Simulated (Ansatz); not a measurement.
# CsH under changes of volume

One of the cells (32.401 Å³/atom); the others are scaled copies at fixed shape and fractional positions:

```xyz
2
Lattice="0.0000 3.1880 3.1880 3.1880 0.0000 3.1880 3.1880 3.1880 0.0000" Properties=species:S:1:pos:R:3 pbc="T T T"
Cs    0.0000    0.0000    0.0000
H     3.1880    3.1880    3.1880
```

* Program: Ansatz 0.2.0
* Functional: LDA
* Potentials or basis: Ansatz PAW
* Cutoff: 420 eV (not typed: the program's choice for these potentials)
* k mesh: 7 × 7 × 7
* Occupations: fermi-dirac, width 0.05 eV
* Spin: no spin polarisation

| volume (Å³/atom) | energy over the lowest point (meV/atom) | pressure (GPa) | gap on the mesh (eV) |
| --- | --- | --- | --- |
| 30.457 | 0.00 | -0.8 | 2.17 |
| 31.105 | 3.44 | -0.9 | 2.19 |
| 31.753 | 7.58 | -1.1 | 2.21 |
| 32.401 | 12.35 | -1.3 | 2.24 |
| 33.049 | 17.69 | -1.4 | 2.25 |
| 33.697 | ? | ? | ? |
| 34.345 | 29.84 | -1.6 | 2.29 |

What does the run at 33.697 Å³/atom give?

Energy over the lowest point 23.53 meV/atom; pressure -1.5 GPa; gap on the mesh 2.27 eV.

Worked out: A Birch-Murnaghan fit of order 3 (a polynomial in V^(-2/3)) to the other rows has no minimum within the range. It gives 23.54 meV/atom at 33.697 Å³/atom, against the run's 23.53, and -dE/dV = -1.5 GPa, against -1.5. A straight line through the other rows of the gap, of slope 1.01 eV per unit of ln V (its deformation potential), gives 2.27 eV, against the run's 2.27.

Energies are extrapolated to zero smearing.

Caveats: odd divisions of the mesh miss points on the zone boundary, where band edges often lie, so the gap on the mesh can be too wide; spin-orbit coupling is left out, which moves the levels of the heavy elements; the PAW data sets come from PBE, with cores solved anew for the run's functional, which leaves a small shift of forces and pressure.

A mesh can miss the band edges.
